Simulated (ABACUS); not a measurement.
## As: equation of state with PBE

Crystal: As.

```
As
1.0
     1.88080    1.08588    3.51406
    -1.88080    1.08588    3.51406
     0.00000   -2.17176    3.51406
As
2
Direct
  0.22600 0.22600 0.22600
  0.77400 0.77400 0.77400
```

| Item | Value |
| --- | --- |
| Program | ABACUS 3.10.1 |
| Task | equation of state |
| Functional | PBE |
| Potentials or basis | PseudoDojo NC SR 0.4.1 PBE standard |
| Cutoff | 1361 eV |
| Density cutoff | 5442 eV |
| Basis | DZP LCAO (the cutoffs set its grid) |
| k mesh | 9 × 9 × 9 |
| Occupations | fermi-dirac, width 0.05 eV |
| Spin | no spin polarisation |

```json
{
 "Equilibrium volume": "22.92 Å³/atom (rough: see the caveat)",
 "Bulk modulus at fixed shape and positions": "69 GPa (rough)"
}
```

Energy against volume, from the lowest point:
```
volume (Å³/atom)  energy (meV/atom)
          20.239              83.38
          20.669              56.63
          21.100              35.69
          21.530              20.02
          21.961               9.16
          22.392               2.67
          22.822               0.00
```

All runs of the series together: 50 s on 4 threads of Intel(R) Xeon(R) CPU @ 2.80GHz (Skylake/Cascade Lake), with other jobs on the host.

Caveat: the atomic orbitals were generated for these runs and aren't a published set; the minimum lies outside the volumes run; the cell was scaled at fixed shape and fractional positions, which overstates the stiffness of a crystal with free parameters, most of all of layers and chains; the basis of atomic orbitals isn't converged, which shifts pressures, moduli and gaps.
